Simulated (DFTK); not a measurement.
# Ir under changes of volume

One of the cells (14.059 Å³/atom); the others are scaled copies at fixed shape and fractional positions:

```
Ir
1.0
     0.00000    1.91560    1.91560
     1.91560    0.00000    1.91560
     1.91560    1.91560    0.00000
Ir
1
Direct
  0.00000 0.00000 0.00000
```

```yaml
Program: DFTK 0.8.2
Functional: TPSS
Potentials_or_basis: cp2k.nc.sr.pbe.v0_1.semicore.gth (PBE, GTH)
Cutoff: 2068 eV
k_mesh: 7 × 7 × 7
Occupations: fermi-dirac, width 0.05 eV
Spin: no spin polarisation
```

```tsv
volume (Å³/atom)	energy over the lowest point (meV/atom)	pressure (GPa)
13.215	77.63	29.5
13.496	35.06	19.1
13.778	9.83	9.8
14.059	0.00	1.5
14.340	3.83	-5.8
14.621	19.81	-12.3
14.902	?	?
```

Q: What does the run at 14.902 Å³/atom give?

A: Energy over the lowest point 46.54 meV/atom; pressure -18.1 GPa.

Worked out: A Birch-Murnaghan fit of order 3 (a polynomial in V^(-2/3)) to the other rows has its minimum at 14.12 Å³/atom with B0 = V·E''(V) = 381 GPa and B' = 5.0. It gives 46.52 meV/atom at 14.902 Å³/atom, against the run's 46.54, and -dE/dV = -18.1 GPa, against -18.1.

Energies are extrapolated to zero smearing.

Caveats: all runs use coarse meshes; GTH potentials come without recommended cutoffs, and this one wasn't checked for convergence; the potentials were made for another functional, which shifts forces and pressure.
